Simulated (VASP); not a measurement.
# Ni (I4/mmm) in VASP: a series of runs

One crystal, Ni, is run at these levels: PBEsol; tasks: single point.

Program: VASP 6.6.1. These are calculated values, not measurements. Logs are shortened: lines on timing, memory, paths and dates and some standing lists are left out, and cuts for length are marked.

**1. The cell of the first run**

Symmetry: I4/mmm, No. 139, tetragonal system. Conventional cell: a = 2.575 Å, b = 2.575 Å, c = 3.430 Å, α = 90.00°, β = 90.00°, γ = 90.00°. Ni (site symmetry 4/mmm) has 12 Ni at 2.50 to 2.58 Å as nearest neighbours.

This isn't the form of Ni at room conditions, which is fcc.

**2. Single point, PBEsol, collinear spin, typed start (strain +0.030 along x and y, -0.030 along z, atoms carried along)**

File INCAR:

```
ALGO = Normal
EDIFF = 1E-6
ENCUT = 520
GGA = PS
ISIF = 2
ISMEAR = 0
ISPIN = 2
LASPH = T
LCHARG = T
LELF = T
LMAXMIX = 4
LORBIT = 11
LREAL = F
LVHAR = T
LWAVE = F
MAGMOM = 0.81
NBANDS = 15
NELM = 150
PREC = Accurate
SIGMA = 0.15
```

File KPOINTS:

```
k-points
0
Gamma
  22 22 22
```

File POSCAR:

```
Ni
1.0
    0.0000000000      1.8209885000      1.7149115000
    1.8209885000      0.0000000000      1.7149115000
    1.8209885000      1.8209885000      0.0000000000
Ni
1
Direct
    0.0000000000      0.0000000000      0.0000000000
```

Potentials or basis: VASP PAW PBE potentials, release 64 (Ni).

Command:

```console
$ cat potpaw_PBE.64/Ni/POTCAR > POTCAR
$ mpirun -np 1 vasp_std > vasp.out
```

OUTCAR:

```text
EDIFF = 1E-6
   ENCUT = 520
   GGA = PS
   ISIF = 2
   ISMEAR = 0
   ISPIN = 2
   LASPH = T
   LORBIT = 11
   LREAL = F
   NELM = 150
   PREC = Accurate

 ion  position               nearest neighbor table
   1  0.000  0.000  0.000-

  LATTYP: Found a body centered tetragonal cell.
 ALAT       =     2.5752666336
 C/A-ratio  =     1.3318321898

  Lattice vectors:

 A1 = (   0.0000000000,  -1.8209885000,  -1.7149115000)
 A2 = (   0.0000000000,   1.8209885000,  -1.7149115000)
 A3 = (   1.8209885000,   0.0000000000,   1.7149115000)

Analysis of symmetry for initial positions (statically):
=====================================================================
 Subroutine PRICEL returns:
 Original cell was already a primitive cell.

 Routine SETGRP: Setting up the symmetry group for a
 body centered tetragonal supercell.

 Subroutine GETGRP returns: Found 16 space group operations
 (whereof 16 operations were pure point group operations)
 out of a pool of 16 trial point group operations.

The static configuration has the point symmetry D_4h.

Analysis of symmetry for dynamics (positions and initial velocities):
=====================================================================
 Subroutine PRICEL returns:
 Original cell was already a primitive cell.

 Routine SETGRP: Setting up the symmetry group for a
 body centered tetragonal supercell.

 Subroutine GETGRP returns: Found 16 space group operations
 (whereof 16 operations were pure point group operations)
 out of a pool of 16 trial point group operations.

The dynamic configuration has the point symmetry D_4h.

Analysis of structural, dynamic, and magnetic symmetry:
=====================================================================
 Subroutine PRICEL returns:
 Original cell was already a primitive cell.

 Routine SETGRP: Setting up the symmetry group for a
 body centered tetragonal supercell.

 Subroutine GETGRP returns: Found 16 space group operations
 (whereof 16 operations were pure point group operations)
 out of a pool of 16 trial point group operations.

The overall configuration has the point symmetry D_4h.

 Subroutine INISYM returns: Found 16 space group operations
 (whereof 16 operations are pure point group operations),
 and found     1 'primitive' translations

----------------------------------------------------------------------------------------

                                     Primitive cell

  volume of cell :      11.3733

  direct lattice vectors                    reciprocal lattice vectors
     0.000000000  1.820988500  1.714911500    -0.274576144  0.274576144  0.291560235
     1.820988500  0.000000000  1.714911500     0.274576144 -0.274576144  0.291560235
     1.820988500  1.820988500  0.000000000     0.274576144  0.274576144 -0.291560235

  length of vectors
     2.501383731  2.501383731  2.575266634     0.485583657  0.485583657  0.485583657

  position of ions in fractional coordinates (direct lattice)
     0.000000000  0.000000000  0.000000000

  ion indices of the primitive-cell ions
   primitive index   ion index
                 1           1

----------------------------------------------------------------------------------------

 KPOINTS: k-points

Automatic generation of k-mesh.
 Grid dimensions read from file:
 generate k-points for:   22   22   22

 Generating k-lattice:

  Cartesian coordinates                     Fractional coordinates (reciprocal lattice)
    -0.012480734  0.012480734  0.013252738     0.045454545  0.000000000  0.000000000
     0.012480734 -0.012480734  0.013252738     0.000000000  0.045454545  0.000000000
     0.012480734  0.012480734 -0.013252738     0.000000000  0.000000000  0.045454545

  Length of vectors
     0.022071984  0.022071984  0.022071984

  Shift w.r.t. Gamma in fractional coordinates (k-lattice)
     0.000000000  0.000000000  0.000000000

 Subroutine IBZKPT returns following result:
 ===========================================

 Found    834 irreducible k-points:

 Following reciprocal coordinates:
            Coordinates               Weight
  0.000000  0.000000  0.000000      1.000000
  0.045455  0.000000  0.000000      8.000000
  0.090909  0.000000  0.000000      8.000000
  0.136364  0.000000  0.000000      8.000000
  0.181818  0.000000  0.000000      8.000000
  0.227273  0.000000  0.000000      8.000000
[... 16 lines left out ...]
  0.500000  0.045455  0.000000      8.000000
 -0.454545  0.045455  0.000000      8.000000
 [... further k-points ...]
   k-points           NKPTS =    834   k-points in BZ     NKDIM =    834   number of bands    NBANDS=     15
   number of dos      NEDOS =    301   number of ions     NIONS =      1
   total plane-waves  NPLWV =   8000
   dimension x,y,z NGX =    20 NGY =   20 NGZ =   20
   dimension x,y,z NGXF=    40 NGYF=   40 NGZF=   40
   ions per type =               1
   NGX,Y,Z   is equivalent  to a cutoff of  13.29, 13.29, 12.91 a.u.
   NGXF,Y,Z  is equivalent  to a cutoff of  26.58, 26.58, 25.82 a.u.
 SYSTEM =  unknown system
   PREC   = accura    normal or accurate (medium, high low for compatibility)
   ISTART =      0    job   : 0-new  1-cont  2-samecut
   ICHARG =      2    charge: 1-file 2-atom 10-const
   ISPIN  =      2    spin polarized calculation?
   LNONCOLLINEAR =      F non collinear calculations
   LSORBIT =      F    spin-orbit coupling
   LASPH  =      T    aspherical Exc in radial PAW
   ENCUT  =  520.0 eV  38.22 Ry    6.18 a.u.   4.65  4.65  4.79*2*pi/ulx,y,z
   NELM   =    150;   NELMIN=  2; NELMDL= -5     # of ELM steps
   EDIFF  = 0.1E-05   stopping-criterion for ELM
   LREAL  =      F    real-space projection
   EDIFFG = 0.1E-04   stopping-criterion for IOM
   NSW    =      0    number of steps for IOM
   IBRION =     -1    ionic relax: 0-MD 1-quasi-New 2-CG
   NFREE  =      0    steps in history (QN), initial steepest desc. (CG)
   ISIF   =      2    stress and relaxation
   ISYM   =      2    0-nonsym 1-usesym 2-fastsym
   POTIM  = 0.5000    time-step for ionic-motion
   TEBEG  =    0.0;   TEEND  =   0.0 temperature during run
   PSTRESS=    0.0 pullay stress
   NELECT =      10.0000    total number of electrons
   NUPDOWN=      -1.0000    fix difference up-down
   EMIN   =  10.00;   EMAX   =-10.00  energy-range for DOS
   EFERMI =   0.00;   METHOD = LEGACY
   ISMEAR =     0;   SIGMA  =   0.15  broadening in eV -4-tet -1-fermi 0-gaus
   EFERMI_NEDOS =   21; number of points for ismear=-14 and -15
   IALGO  =     38    algorithm
   IMIX   =      4    mixing-type and parameters
     AMIX     =   0.40;   BMIX     =  1.00
     AMIX_MAG =   1.60;   BMIX_MAG =  1.00
  volume/ion in A,a.u.               =      11.37        76.75
  Fermi-wavevector in a.u.,A,eV,Ry     =   1.568361  2.963773 33.467029  2.459757
  Thomas-Fermi vector in A             =   2.670404
   LORBIT       =     11    0 simple, 1 ext, 2 COOP (PROOUT), +10 PAW based schemes
   GGA     = PS    functional components
   LHFCALC =     F    Hartree Fock is set to
   AEXX    =    0.0000 exact exchange contribution
   IVDW    =     0    specifies the selected vdW correction
   LEPSILON=     F    determine dielectric tensor
   LRPA    =     F    only Hartree local field effects (RPA)
 spin polarized calculation
 Gauss-broadening in eV      SIGMA  =   0.15
  energy-cutoff  :      520.00
  volume of cell :       11.37
 maximum number of plane-waves:       319
   NGX =  9   NGY =  9   NGZ =  9

 number of electron      10.0000001 magnetization       0.6380560

 Free energy of the ion-electron system (eV)
  ---------------------------------------------------
  ext. energy  EPLUGINS =         0.00000000
  ---------------------------------------------------
  free energy    TOTEN  =        -6.08136110 eV

  energy without entropy =       -6.06002819  energy(sigma->0) =       -6.07069465

 E-fermi :   8.5708     XC(G=0): -13.1733

 val. band max:        8.5700741848   @ k =  -0.3636   0.2727   0.0455
 cond. band min:       8.5709960816   @ k =   0.3636   0.0000   0.2273
 fundamental gap:      0.0009218968
 Fermi energy:         8.5708016641

 spin component 1

 k-point     1 :       0.0000    0.0000    0.0000
  band No.  band energies     occupation
      1      -0.1750      1.00000
      2       6.1579      1.00000
      3       6.1579      1.00000
      4       6.4861      1.00000
      5       7.1614      1.00000
      6       7.5223      1.00000
      7      31.9683      0.00000
      8      35.2379      0.00000
      9      35.2379      0.00000
     10      35.7855      0.00000
     11      38.0289      0.00000
     12      38.3315      0.00000
     13      38.3315      0.00000
     14      41.1538      0.00000
     15      45.4189      0.00000
[... 397 lines left out ...]
 k-point    24 :      -0.4545    0.0455    0.0000
  band No.  band energies     occupation
      1       3.9918      1.00000
      2       6.1238      1.00000
      3       6.4313      1.00000
      4       7.4790      1.00000
      5       7.9996      1.00000
      6       8.6543      0.21562
      7      14.2298      0.00000
      8      29.9547      0.00000
      9      31.1870      0.00000
     10      32.4081      0.00000
     11      35.0032      0.00000
     12      37.0094      0.00000
     13      42.3468      0.00000
     14      52.5650      0.00000
     15      52.9148      0.00000

 [... further k-points ...]

 spin component 2

 k-point     1 :       0.0000    0.0000    0.0000
  band No.  band energies     occupation
      1      -0.1906      1.00000
      2       6.8945      1.00000
      3       6.8945      1.00000
      4       7.2146      1.00000
      5       7.7941      1.00000
      6       8.1401      0.99998
      7      31.8466      0.00000
      8      35.2254      0.00000
      9      35.2254      0.00000
     10      35.8219      0.00000
     11      38.1117      0.00000
     12      38.4586      0.00000
     13      38.4586      0.00000
     14      41.0569      0.00000
     15      45.5994      0.00000
[... 397 lines left out ...]
 k-point    24 :      -0.4545    0.0455    0.0000
  band No.  band energies     occupation
      1       4.4104      1.00000
      2       6.7623      1.00000
      3       7.0382      1.00000
      4       7.8536      1.00000
      5       8.7643      0.03402
      6       9.0418      0.00000
      7      14.6197      0.00000
      8      29.8644      0.00000
      9      31.2833      0.00000
     10      32.4901      0.00000
     11      35.0803      0.00000
     12      37.0651      0.00000
     13      42.4642      0.00000
     14      52.6831      0.00000
     15      52.9825      0.00000

 [... further k-points ...]

------------------------ aborting loop because EDIFF is reached ----------------------------------------

  FORCE on cell =-STRESS in cart. coord.  units (eV):
  Direction    XX          YY          ZZ          XY          YZ          ZX
  --------------------------------------------------------------------------------------
  -------------------------------------------------------------------------------------
  Total       -1.2816606     -1.2816606     -0.9185184      0.0000000     -0.0000000     -0.0000000
  in kB     -180.5500031   -180.5500031   -129.3934540      0.0000000     -0.0000000     -0.0000000
  external PRESSURE =    -163.4978201 kB  Pullay stress =       0.0000000 kB

 VOLUME and BASIS-vectors are now :
 -----------------------------------------------------------------------------
  energy-cutoff  :      520.00
  volume of cell :       11.37
      direct lattice vectors                 reciprocal lattice vectors
     0.000000000  1.820988500  1.714911500    -0.274576144  0.274576144  0.291560235
     1.820988500  0.000000000  1.714911500     0.274576144 -0.274576144  0.291560235
     1.820988500  1.820988500  0.000000000     0.274576144  0.274576144 -0.291560235

 POSITION                                       TOTAL-FORCE (eV/Angst)
 -----------------------------------------------------------------------------------
      0.00000      0.00000      0.00000         0.000000     -0.000000     -0.000000
 -----------------------------------------------------------------------------------
    total drift:                                0.000000      0.000000      0.000000

  FREE ENERGIE OF THE ION-ELECTRON SYSTEM (eV)
  ---------------------------------------------------
  free  energy   TOTEN  =        -6.0813611023 eV

  energy  without entropy=       -6.0600281943  energy(sigma->0) =       -6.07069465

 total charge

# of ion       s       p       d       tot
------------------------------------------
    1        0.482   0.464   8.292   9.238

 magnetization (x)

# of ion       s       p       d       tot
------------------------------------------
    1       -0.006  -0.023   0.681   0.652
```

Wall time 2 min (1 thread of Intel Xeon 6975P-C (Granite Rapids), shared host); peak memory 0.31 GiB.

What came out:

```
Free energy                                           : -6.0814 eV
Pressure                                              : -16.3 GPa
Band gap on the k mesh                                : none (metal or under the smearing width)
Net moment                                            : 0.64 μB per cell
Site moments                                          : Ni +0.65 μB
Valence electrons inside the program's atomic spheres : Ni 9.24
```

Caveat: so large a pressure means that the cell lies far from this level's equilibrium, or that cutoff or potentials fall short; the potentials were made for another functional, which shifts forces and pressure.

[end of part 1 of 2]
